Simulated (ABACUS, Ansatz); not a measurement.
Given: the input of a run of ABACUS 3.10.1 on AlCu3. Atoms were shifted at random by some hundredths of an Å from the given cell, which wasn't relaxed again for these runs. The cell comes from a database or a generator and needn't be the stable form of this composition.

Contents of INPUT:

```
INPUT_PARAMETERS
suffix              AlCu3
calculation         scf
basis_type          pw
pseudo_dir          ./
symmetry            1
dft_functional      pbesol
ecutwfc             92
pseudo_rcut         7
nspin               1
nbands              36
ks_solver           dav
smearing_method     fd
smearing_sigma      0.00367493
scf_thr             1e-08
scf_nmax            100
mixing_type         broyden
mixing_beta         0.7
cal_force           1
cal_stress          1
kpar                4
```

File STRU:

```
ATOMIC_SPECIES
Cu 63.5460 Cu.upf
Al 26.9815 Al.upf

LATTICE_CONSTANT
1.8897261246

LATTICE_VECTORS
0.0000000000 2.8880109880 2.8880109880
2.8880109880 0.0000000000 2.8880109880
2.8880109880 2.8880109880 0.0000000000

ATOMIC_POSITIONS
Direct

Cu
0.0
3
0.7572080000 0.7514350000 0.7481560000 1 1 1
0.2556330000 0.2569450000 0.2513670000 1 1 1
0.4894280000 0.4982750000 0.5108770000 1 1 1

Al
0.0
1
-0.0058130000 -0.0159550000 0.0065840000 1 1 1
```

The input KPT:

```
K_POINTS
0
Gamma
8 8 8 0 0 0
```

Potentials or basis: PseudoDojo NC SR 0.4.1 PBEsol standard, plane waves.

Run with:

```bash
$ OMP_NUM_THREADS=1 mpirun -np 4 abacus > log
```

**Question.** Translate it to Ansatz 0.2.0. Potentials or basis there: all-electron LAPW, scalar-relativistic.

**Answer.** As run (cutoffs and basis follow the program's own potentials, and thresholds, step limits or extra output files can differ):

input.yaml

```yaml
crystal:
  lattice:
    - [0.0, 2.888010988, 2.888010988]
    - [2.888010988, 0.0, 2.888010988]
    - [2.888010988, 2.888010988, 0.0]
  atoms:
    - { symbol: Cu, position: [0.757208, 0.751435, 0.748156] }
    - { symbol: Cu, position: [0.255633, 0.256945, 0.251367] }
    - { symbol: Cu, position: [0.489428, 0.498275, 0.510877] }
    - { symbol: Al, position: [-0.005813, -0.015955, 0.006584] }
kpoints:
  mp_grid: { grid: [8, 8, 8] }
scf:
  occupations: { method: fermi_dirac, width: 0.05 }
hamiltonian:
  xc: pbesol
  pseudopotentials: { kind: all_electron, lapw: { basis_error: 0.001 } }
output:
  forces: true
  stress: true
  eigenvalues: true
  populations: true
```

Potentials or basis: all-electron LAPW, scalar-relativistic.

The run is started by

```console
$ ansatz run input.yaml --threads 2 --pin off --max-ram 8192MiB --backend cpu --events-out ev --progress --plain --runs-dir out
```

Both were run:

|  | ABACUS | Ansatz |
| --- | --- | --- |
| Pressure | -0.4 GPa | -0.2 GPa |
| Largest force | 0.705 eV/Å | 0.695 eV/Å |

Where Ansatz's input types no cutoff or centring, it takes its own default and a Γ-centred mesh.

Pressure is positive in compression.
